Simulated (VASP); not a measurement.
# Ru (P6_3/mmc) in VASP: further runs

The runs below take Ru through single point, with PBEsol.

All numbers are computed with VASP 6.6.1; they aren't measurements. Logs are shortened: lines on timing, memory, paths and dates and some standing lists are left out, and cuts for length are marked.

## 1. The undisturbed crystal

Symmetry: P6_3/mmc, No. 194, hexagonal system. The conventional cell has a = 2.706 Å, b = 2.706 Å, c = 4.282 Å, α = 90.00°, β = 90.00°, γ = 120.00°. Ru (site symmetry -6m2) is surrounded by 12 Ru at 2.65 to 2.71 Å.

## 2. Single point, PBEsol (grid = ENCUT=650 dk=0.35 cell=2x2x1 ISMEAR=1 SIGMA=0.1 LREAL=Auto EDIFF=1e-06)

The input, INCAR:

```
  PREC = Accurate
  ENCUT = 650
  EDIFF = 1E-6
  ISMEAR = 1
  SIGMA = 0.1
  LREAL = Auto
  LASPH = True
  NELM = 120
  ALGO = Fast
  ISIF = 2
  LWAVE = False
  LCHARG = False
  GGA = PS
  NBANDS = 64
```

The input, KPOINTS:

```
Automatic mesh
0
Gamma
  4 4 5
```

The input, POSCAR:

```
Ru
1.0
    5.4116000000      0.0000000000      0.0000000000
   -2.7058000000      4.6865830752      0.0000000000
    0.0000000000      0.0000000000      4.2819000000
Ru
8
Direct
    0.3333333334      0.1666666666      0.7500000000
    0.3333333334      0.6666666666      0.7500000000
    0.8333333333      0.1666666666      0.7500000000
    0.8333333333      0.6666666666      0.7500000000
    0.1666666666      0.3333333334      0.2500000000
    0.1666666666      0.8333333333      0.2500000000
    0.6666666666      0.3333333334      0.2500000000
    0.6666666666      0.8333333333      0.2500000000
```

Potentials or basis: VASP PAW PBE potentials, release 64 (Ru_pv).

Command:

```console
cat potpaw_PBE.64/Ru_pv/POTCAR > POTCAR
mpirun -np 1 vasp_std > vasp.out
```

OUTCAR:

```text
PREC = Accurate
   ENCUT = 650
   EDIFF = 1E-6
   ISMEAR = 1
   LREAL = Auto
   LASPH = True
   NELM = 120
   ISIF = 2
   GGA = PS

 Found     12 irreducible k-points:

 Following reciprocal coordinates:
            Coordinates               Weight
  0.000000  0.000000  0.000000      1.000000
  0.250000  0.000000  0.000000      6.000000
  0.500000  0.000000  0.000000      3.000000
  0.250000  0.250000  0.000000      6.000000
  0.000000  0.000000  0.200000      2.000000
  0.250000  0.000000  0.200000     12.000000
   k-points           NKPTS =     12   k-points in BZ     NKDIM =     12   number of bands    NBANDS=     64
   number of dos      NEDOS =    301   number of ions     NIONS =      8
   total plane-waves  NPLWV =  82944
   dimension x,y,z NGX =    48 NGY =   48 NGZ =   36
   dimension x,y,z NGXF=    96 NGYF=   96 NGZF=   72
   ions per type =               8
   NGX,Y,Z   is equivalent  to a cutoff of  14.75, 14.75, 13.98 a.u.
   NGXF,Y,Z  is equivalent  to a cutoff of  29.49, 29.49, 27.95 a.u.
 SYSTEM =  unknown system
   PREC   = accura    normal or accurate (medium, high low for compatibility)
   ISTART =      0    job   : 0-new  1-cont  2-samecut
   ICHARG =      2    charge: 1-file 2-atom 10-const
   ISPIN  =      1    spin polarized calculation?
   LNONCOLLINEAR =      F non collinear calculations
   LSORBIT =      F    spin-orbit coupling
   LASPH  =      T    aspherical Exc in radial PAW
   ENCUT  =  650.0 eV  47.77 Ry    6.91 a.u.  11.25 11.25  8.90*2*pi/ulx,y,z
   NELM   =    120;   NELMIN=  2; NELMDL= -5     # of ELM steps
   EDIFF  = 0.1E-05   stopping-criterion for ELM
   LREAL  =      T    real-space projection
   EDIFFG = 0.1E-04   stopping-criterion for IOM
   NSW    =      0    number of steps for IOM
   IBRION =     -1    ionic relax: 0-MD 1-quasi-New 2-CG
   NFREE  =      0    steps in history (QN), initial steepest desc. (CG)
   ISIF   =      2    stress and relaxation
   ISYM   =      2    0-nonsym 1-usesym 2-fastsym
   POTIM  = 0.5000    time-step for ionic-motion
   TEBEG  =    0.0;   TEEND  =   0.0 temperature during run
   PSTRESS=    0.0 pullay stress
   NELECT =     112.0000    total number of electrons
   NUPDOWN=      -1.0000    fix difference up-down
   EMIN   =  10.00;   EMAX   =-10.00  energy-range for DOS
   EFERMI =   0.00;   METHOD = LEGACY
   ISMEAR =     1;   SIGMA  =   0.10  broadening in eV -4-tet -1-fermi 0-gaus
   EFERMI_NEDOS =   21; number of points for ismear=-14 and -15
   IALGO  =     68    algorithm
   IMIX   =      4    mixing-type and parameters
     AMIX     =   0.40;   BMIX     =  1.00
     AMIX_MAG =   1.60;   BMIX_MAG =  1.00
  volume/ion in A,a.u.               =      13.57        91.61
  Fermi-wavevector in a.u.,A,eV,Ry     =   1.654022  3.125649 37.222674  2.735789
  Thomas-Fermi vector in A             =   2.742361
   LORBIT       =      0    0 simple, 1 ext, 2 COOP (PROOUT), +10 PAW based schemes
   GGA     = PS    functional components
   LHFCALC =     F    Hartree Fock is set to
   AEXX    =    0.0000 exact exchange contribution
   IVDW    =     0    specifies the selected vdW correction
   LEPSILON=     F    determine dielectric tensor
   LRPA    =     F    only Hartree local field effects (RPA)
 non-spin polarized calculation
 RMM-DIIS sequential band-by-band and
 Methfessel and Paxton  Order N= 1 SIGMA  =   0.10
  energy-cutoff  :      650.00
  volume of cell :      108.60
 maximum number of plane-waves:      4122
 NGX is ok and might be reduce to    48
   NGX = 23   NGY = 23   NGZ = 17

 number of electron     112.0000007 magnetization

 Free energy of the ion-electron system (eV)
  ---------------------------------------------------
  ext. energy  EPLUGINS =         0.00000000
  ---------------------------------------------------
  free energy    TOTEN  =       -81.49754722 eV

  energy without entropy =      -81.49543703  energy(sigma->0) =      -81.49684382

 E-fermi :  12.6933     XC(G=0): -14.2827

 val. band max:       12.6858615034   @ k =   0.2500   0.0000   0.4000
 cond. band min:      12.7085302663   @ k =   0.2500   0.0000   0.4000
 fundamental gap:      0.0226687629
 Fermi energy:        12.6933145385

 k-point     1 :       0.0000    0.0000    0.0000
  band No.  band energies     occupation
      1     -30.9158      2.00000
      2     -30.7200      2.00000
      3     -30.7200      2.00000
      4     -30.7200      2.00000
      5     -30.5279      2.00000
      6     -30.5279      2.00000
[... 56 lines left out ...]
     63      14.5686     -0.00000
     64      14.6239     -0.00000

 k-point     2 :       0.2500    0.0000    0.0000
  band No.  band energies     occupation
      1     -30.8631      2.00000
      2     -30.6619      2.00000
      3     -30.6619      2.00000
      4     -30.6106      2.00000
      5     -30.5391      2.00000
      6     -30.4819      2.00000
[... 56 lines left out ...]
     63      14.2144     -0.00000
     64      14.4374     -0.00000

 k-point     3 :       0.5000    0.0000    0.0000
  band No.  band energies     occupation
      1     -30.7212      2.00000
      2     -30.7212      2.00000
      3     -30.5617      2.00000
      4     -30.5617      2.00000
      5     -30.4786      2.00000
      6     -30.4786      2.00000
[... 56 lines left out ...]
     63      14.2546     -0.00000
     64      14.2617     -0.00000

 k-point     4 :       0.2500    0.2500    0.0000
  band No.  band energies     occupation
      1     -30.7655      2.00000
      2     -30.6106      2.00000
      3     -30.6000      2.00000
      4     -30.6000      2.00000
      5     -30.4758      2.00000
      6     -30.4758      2.00000
[... 56 lines left out ...]
     63      14.1133     -0.00000
     64      14.2068     -0.00000

 k-point     5 :       0.0000    0.0000    0.2000
  band No.  band energies     occupation
      1     -30.8113      2.00000
      2     -30.7901      2.00000
      3     -30.7901      2.00000
      4     -30.7901      2.00000
      5     -30.6161      2.00000
      6     -30.6161      2.00000
[... 56 lines left out ...]
     63      14.3071     -0.00000
     64      14.5265     -0.00000

 k-point     6 :       0.2500    0.0000    0.2000
  band No.  band energies     occupation
      1     -30.7730      2.00000
      2     -30.7323      2.00000
      3     -30.7323      2.00000
      4     -30.7183      2.00000
      5     -30.5745      2.00000
      6     -30.5745      2.00000
[... 56 lines left out ...]
     63      14.0097     -0.00000
     64      14.3836     -0.00000

 [... further k-points ...]
[... 5 lines left out ...]
  --------------------------------------------------------------------------------------
  -------------------------------------------------------------------------------------
  Total       -4.2544018     -4.2544018     -5.2269580      0.0000000     -0.0000000     -0.0000000
  in kB      -62.7668819    -62.7668819    -77.1153913      0.0000000     -0.0000000     -0.0000000
  external PRESSURE =     -67.5497183 kB  Pullay stress =       0.0000000 kB

 VOLUME and BASIS-vectors are now :
 -----------------------------------------------------------------------------
  energy-cutoff  :      650.00
  volume of cell :      108.60
      direct lattice vectors                 reciprocal lattice vectors
     5.411600000  0.000000000  0.000000000     0.184788233  0.106687536  0.000000000
    -2.705800000  4.686583075  0.000000000     0.000000000  0.213375072  0.000000000
     0.000000000  0.000000000  4.281900000     0.000000000  0.000000000  0.233541185

 POSITION                                       TOTAL-FORCE (eV/Angst)
 -----------------------------------------------------------------------------------
      1.35290      0.78110      3.21143         0.000000     -0.000000     -0.000000
      0.00000      3.12439      3.21143        -0.000000     -0.000000      0.000000
      4.05870      0.78110      3.21143         0.000000     -0.000000     -0.000000
      2.70580      3.12439      3.21143         0.000000     -0.000000     -0.000000
     -0.00000      1.56219      1.07048        -0.000000      0.000000      0.000000
     -1.35290      3.90549      1.07048         0.000000     -0.000000     -0.000000
      2.70580      1.56219      1.07048         0.000000      0.000000      0.000000
      1.35290      3.90549      1.07048        -0.000000      0.000000      0.000000
 -----------------------------------------------------------------------------------
    total drift:                                0.000001      0.000001      0.000000

  FREE ENERGIE OF THE ION-ELECTRON SYSTEM (eV)
  ---------------------------------------------------
  free  energy   TOTEN  =       -81.4975472172 eV

  energy  without entropy=      -81.4954370264  energy(sigma->0) =      -81.49684382
```

It took 4.7 min on 1 thread of Intel Xeon Platinum 8259CL at 2.50GHz (Skylake/Cascade Lake), shared host; peak memory 0.31 GiB.

The run converged, but some of its settings lie outside the range that counts as converged, so its numbers aren't taken as properties of the crystal.

Results:

```yaml
Free_energy: -81.4975 eV
Pressure: -6.8 GPa
Band_gap_on_the_k_mesh: none (metal or under the smearing width)
```

Caveat: the PAW data sets were made with another functional, which shifts forces and pressure a little.

## 3. Single point, PBEsol (grid = ENCUT=400 dk=0.27 cell=3x3x2 ISMEAR=1 SIGMA=0.1 LREAL=Auto EDIFF=1e-06)

The input, INCAR:

```
SYSTEM = Ru
  PREC = Accurate
  ENCUT = 400
  EDIFF = 1E-6
  ISMEAR = 1
  SIGMA = 0.1
  LREAL = Auto
  LASPH = .True.
  NELM = 120
  ALGO = Fast
  ISIF = 2
  LWAVE = .False.
  LCHARG = .False.
  GGA = PS
  NBANDS = 288
  NCORE = 1
  KPAR = 2
```

The input, KPOINTS:

```
regular mesh
0
Gamma
  4 4 3
  0 0 0
```

The input, POSCAR:

```
Ru
1.0
    8.1174000000      0.0000000000      0.0000000000
   -4.0587000000      7.0298746128      0.0000000000
    0.0000000000      0.0000000000      8.5638000000
Ru
36
Direct
    0.2222222222      0.1111111111      0.3750000000
    0.2222222222      0.1111111111      0.8750000000
    0.2222222222      0.4444444444      0.3750000000
    0.2222222222      0.4444444444      0.8750000000
    0.2222222222      0.7777777778      0.3750000000
    0.2222222222      0.7777777778      0.8750000000
    0.5555555556      0.1111111111      0.3750000000
    0.5555555556      0.1111111111      0.8750000000
    0.5555555556      0.4444444444      0.3750000000
    0.5555555556      0.4444444444      0.8750000000
    0.5555555556      0.7777777778      0.3750000000
    0.5555555556      0.7777777778      0.8750000000
    0.8888888889      0.1111111111      0.3750000000
    0.8888888889      0.1111111111      0.8750000000
    0.8888888889      0.4444444444      0.3750000000
    0.8888888889      0.4444444444      0.8750000000
    0.8888888889      0.7777777778      0.3750000000
    0.8888888889      0.7777777778      0.8750000000
    0.1111111111      0.2222222222      0.1250000000
    0.1111111111      0.2222222222      0.6250000000
    0.1111111111      0.5555555556      0.1250000000
    0.1111111111      0.5555555556      0.6250000000
    0.1111111111      0.8888888889      0.1250000000
    0.1111111111      0.8888888889      0.6250000000
    0.4444444444      0.2222222222      0.1250000000
    0.4444444444      0.2222222222      0.6250000000
    0.4444444444      0.5555555556      0.1250000000
    0.4444444444      0.5555555556      0.6250000000
    0.4444444444      0.8888888889      0.1250000000
    0.4444444444      0.8888888889      0.6250000000
    0.7777777778      0.2222222222      0.1250000000
    0.7777777778      0.2222222222      0.6250000000
    0.7777777778      0.5555555556      0.1250000000
    0.7777777778      0.5555555556      0.6250000000
    0.7777777778      0.8888888889      0.1250000000
    0.7777777778      0.8888888889      0.6250000000
```

Potentials or basis: VASP PAW PBE potentials, release 64 (Ru_pv).

Command:

```console
cat potpaw_PBE.64/Ru_pv/POTCAR > POTCAR
mpirun -np 4 vasp_std > vasp.out
```

Run time: 5.3 min. Hardware: 4 MPI ranks of Intel Xeon 6975P-C (Granite Rapids), shared host; peak memory 0.49 GiB.

These settings aren't checked as converged: the numbers below hold their error.

Results:

| Item | Value |
| --- | --- |
| Free energy | -366.0838 eV |
| Pressure | -7.4 GPa |
| Band gap on the k mesh | none (metal or under the smearing width) |

Caveat: the PAW data sets were made with another functional, which shifts forces and pressure a little.

## 4. For comparison

An earlier run on the cell as given: functional PBE; potentials or basis VASP PAW PBE potentials, release 64 (Ru_pv); cutoff 520 eV; k mesh 11 × 11 × 6; occupations fermi-dirac, width 0.05 eV; no spin polarisation.

- Pressure: 4.5 GPa
- Band gap on the k mesh: none (metal or under the smearing width)
